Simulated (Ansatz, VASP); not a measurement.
## In in VASP and in Ansatz

```
CELL_PARAMETERS angstrom
0.00000 3.39809 3.39809
3.39809 0.00000 3.39809
3.39809 3.39809 0.00000
ATOMIC_POSITIONS crystal
In 0.00000 0.00000 0.00000
In 0.25000 0.25000 0.25000
```

Change from the starting cell: volume scaled by 1.03.

Alike in both runs: task single point; functional PBE; k mesh 9 × 9 × 9; occupations fermi-dirac, width 0.05 eV; no spin polarisation.

|  | VASP | Ansatz |
| --- | --- | --- |
| version | VASP 6.6.1 | Ansatz 0.2.0 |
| potentials or method | VASP PAW PBE potentials, release 64 (In_d), cutoff 520 eV | all-electron LAPW, scalar-relativistic |

```csv
,VASP,Ansatz,Ansatz less VASP
pressure (GPa),-0.7,-0.6,+0.02
```

Ansatz ran all-electron here, so the differences hold the error of VASP's frozen core and of both bases.
